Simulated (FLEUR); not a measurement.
# C (Fd-3m) in FLEUR: notebook, part 2 of 2

FLEUR MaX-R8.1 (patched build s14).

## Step 5: Equation of state, PBE, 5.67 Å³/atom

inp.xml reads:

```xml
<?xml version="1.0" encoding="UTF-8" standalone="no"?>
<fleurInput fleurInputVersion="0.39">
   <comment>
      C                                                                                                   
   </comment>
   <calculationSetup>
      <cutoffs Kmax="5.0" Gmax="25.0" GmaxXC="25.0" numbands="0"/>
      <scfLoop itmax="60" minDistance="0.00001" maxIterBroyd="15" imix="Anderson" alpha="0.05" precondParam="0.0" spinf="2.0"/>
      <coreElectrons ctail="T" frcor="F" kcrel="0" coretail_lmax="0"/>
      <xcFunctional name="pbe" relativisticCorrections="F"/>
      <magnetism jspins="1"/>
      <soc l_soc="F" theta="0.0" phi="0.0" spav="F"/>
      <expertModes spex="0" secvar="F"/>
      <geometryOptimization l_f="F" forcealpha="1.0" forcemix="BFGS" epsdisp="0.00001" epsforce="0.00001"/>
      <ldaU l_linMix="F" mixParam="0.05" spinf="1.0"/>
   </calculationSetup>
   <cell>
      <bzIntegration valenceElectrons="8.0" mode="hist" fermiSmearingEnergy="0.00183747">
         <kPointListSelection listName="default-1"/>
         <!-- k-points included here -->
         <xi:include xmlns:xi="http://www.w3.org/2001/XInclude" href="kpts.xml"> </xi:include>
      </bzIntegration>
      <!-- symmetry operations included here -->
      <xi:include xmlns:xi="http://www.w3.org/2001/XInclude" href="sym.xml"> </xi:include>
      <bulkLattice scale="1.0000000000">
         <bravaisMatrix>
            <row-1>    0.0000000000000000     3.3700808788279017     3.3700808788279017</row-1>
            <row-2>    3.3700808788279017     0.0000000000000000     3.3700808788279017</row-2>
            <row-3>    3.3700808788279017     3.3700808788279017     0.0000000000000000</row-3>
         </bravaisMatrix>
      </bulkLattice>
   </cell>
   <atomSpecies>
      <species name="Carbon (C)" element="C" atomicNumber="6">
         <mtSphere radius="1.31" gridPoints="447" logIncrement="0.023"/>
         <atomicCutoffs lmax="7" lnonsphr="5"/>
         <electronConfig flipSpins="F">
            <coreConfig>(1s1/2)</coreConfig>
            <valenceConfig>(2s1/2) (2p1/2) (2p3/2)</valenceConfig>
            <stateOccupation state="(2p1/2)" spinUp="0.333333" spinDown="0.333333"/>
            <stateOccupation state="(2p3/2)" spinUp="0.666667" spinDown="0.666667"/>
         </electronConfig>
         <energyParameters s="2" p="2" d="3" f="4"/>
         <lo type="SCLO" l="0" n="2" eDeriv="2"/>
         <lo type="SCLO" l="1" n="2" eDeriv="2"/>
         <lo type="SCLO" l="2" n="3" eDeriv="2"/>
      </species>
   </atomSpecies>
   <atomGroups>
      <atomGroup species="Carbon (C)">
         <relPos label="                   1">-3.000/8.000 -3.000/8.000 -3.000/8.000</relPos>
         <relPos label="                   2">3.000/8.000 3.000/8.000 3.000/8.000</relPos>
         <force calculate="T" relaxXYZ="TTT"/>
      </atomGroup>
   </atomGroups>
   <output dos="F" band="F" slice="F">
      <checks vchk="F" cdinf="F"/>
      <bandDOS minEnergy="-.5*Htr" maxEnergy="0.5*Htr" sigma="0.015" storeEVData="T"/>
      <vacuumDOS vacdos="F" integ="F" star="F" nstars="0" locx1="0.0" locy1="0.0" locx2="0.0" locy2="0.0" nstm="0" tworkf="0.0"/>
      <unfoldingBand unfoldBand="F" supercellX="1" supercellY="1" supercellZ="1"/>
      <plotting iplot="0" polar="F">
         <plot TwoD="T" vec1="  1.0  0.0  0.0" vec2="  0.0  1.0  0.0" vec3="  0.0  0.0  1.0" zero="  0.0  0.0  0.0" file="plot"/>
      </plotting>
      <chargeDensitySlicing numkpt="0" minEigenval="0.0" maxEigenval="0.0" nnne="0" pallst="F"/>
      <specialOutput eonly="F"/>
      <magneticCircularDichroism mcd="F" energyLo="-10.0" energyUp="0.0"/>
   </output>
  <!-- We include the file relax.xml here to enable relaxations (see documentation) -->
  <xi:include xmlns:xi="http://www.w3.org/2001/XInclude" href="relax.xml"> <xi:fallback/> </xi:include>
</fleurInput>
```

On the command line:

```sh
> inpgen -f crystal.txt -profile precise
> # inp.xml edited to the form shown
> fleur
```

It took 12 s on 1 thread of AMD EPYC 7B13 (Zen 3), shared host; peak memory 0.09 GiB.

It converged, with:

```yaml
Free_energy: -2073.4230 eV
Band_gap_on_the_k_mesh: 4.15 eV, indirect (least direct gap 5.60 eV)
Valence_electrons_inside_the_program's_atomic_spheres: C 1.96 (radii C 1.31 bohr)
```

Caveat: an odd mesh through Γ misses points on the zone boundary, where band edges often lie.

## Step 6: Equation of state, PBE, 5.90 Å³/atom (volume scaled by 1.04)

inp.xml, as its differences from that of step 5:

```diff
@@ -24,3 +24,3 @@
       <xi:include xmlns:xi="http://www.w3.org/2001/XInclude" href="sym.xml"> </xi:include>
-      <bulkLattice scale="1.0000000000">
+      <bulkLattice scale="1.0131594038">
          <bravaisMatrix>
```

Potentials or basis: all-electron, FLAPW.

On the command line:

```sh
> inpgen -f crystal.txt -profile precise
> # inp.xml edited to the form shown
> fleur
```

Run time: 11 s. Hardware: 1 thread of AMD EPYC 7B13 (Zen 3), shared host; peak memory 0.09 GiB.

Results (log left out):

```
Free energy                                           : -2073.4047 eV
Band gap on the k mesh                                : 4.06 eV, indirect (least direct gap 5.50 eV)
Valence electrons inside the program's atomic spheres : C 1.92 (radii C 1.31 bohr)
```

Caveat: an odd mesh through Γ misses points on the zone boundary, where band edges often lie.

## Step 7: Equation of state, PBE, 6.01 Å³/atom (volume scaled by 1.06)

inp.xml, as its differences from that of step 6:

```diff
@@ -24,3 +24,3 @@
       <xi:include xmlns:xi="http://www.w3.org/2001/XInclude" href="sym.xml"> </xi:include>
-      <bulkLattice scale="1.0131594038">
+      <bulkLattice scale="1.0196128224">
          <bravaisMatrix>
```

On the command line:

```sh
> inpgen -f crystal.txt -profile precise
> # inp.xml edited to the form shown
> fleur
```

It took 12 s on 1 thread of AMD EPYC 7B13 (Zen 3), shared host; peak memory 0.09 GiB.

Results (log left out):

```
Free energy                                           : -2073.3797 eV
Band gap on the k mesh                                : 4.02 eV, indirect (least direct gap 5.44 eV)
Valence electrons inside the program's atomic spheres : C 1.91 (radii C 1.31 bohr)
```

Caveat: an odd mesh through Γ misses points on the zone boundary, where band edges often lie.

## Step 8: Equation of state, PBE

This step only gathers the single runs of the series.

What came out:

| Item | Value |
| --- | --- |
| Equilibrium volume | 5.70 Å³/atom |
| Bulk modulus | 434 GPa |
| Pressure derivative of the bulk modulus | 4.0 (rough: it moves with the points fitted) |

Energy against volume, from the lowest point:
```csv
volume (Å³/atom),energy (meV/atom)
5.332,35.06
5.445,16.01
5.672,0.00
5.899,9.16
6.012,21.66
```

## Step 9: How close it comes

Step 8. Measured bulk modulus of C: 444.8 GPa (quoted in “Equation of state of cubic boron nitride at high pressures and temperatures”, 2007, arxiv:cond-mat/0702656). This calculation gives 434 GPa (-2.4 %). 3 values of this kind are on record (442 to 444.8 GPa); this one was drawn at random among those near their median, those with a stated uncertainty first. The fit is for a static lattice scaled at fixed shape and fixed fractional positions. The cell as given is a measured one (5.67 Å³/atom); PBE puts the equilibrium volume +0.4 % from it, thermal expansion not counted.
